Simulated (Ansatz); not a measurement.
**Structures of AlN: which is lowest?**

Plane-wave DFT in Ansatz with scalar-relativistic PAW potentials, cutoff 420 eV, Γ-centred meshes chosen by cell and gap, Gaussian smearing with energies taken to zero width. Every cell was relaxed (cell and atoms) in a run of its own, within the symmetry of its start. Functional: PBE+D3(BJ).

Relaxed structures (starts from databases or built by putting these elements on another compound's sites):
A. P6_3mc, 4 atoms in the computed cell, a = 3.109 Å, c = 4.979 Å; sites (symmetry × multiplicity) Al 3m. × 2, N 3m. × 2; start: database
B. F-43m, 2 atoms in the computed cell, a = 4.372 Å; sites (symmetry × multiplicity) Al -43m × 4, N -43m × 4; start: database

Rank them by energy. Could pressure change the order?

```csv
structure,group,E − E(lowest) (meV/atom),V (Å³/atom),gap on mesh (eV)
A,P6_3mc,0.0,10.42,4.21
B,F-43m,21.6,10.45,3.32
```

A is lowest, 22 meV/atom under B. The two lowest differ in volume by under 3 %, too little for a first-order estimate of what pressure does to that pair (other pairs aren't weighed here); with rigid cells even 3 % in favour of the higher one would need about 11 GPa. Other structures may lie lower than all of these, and vibrations aren't counted.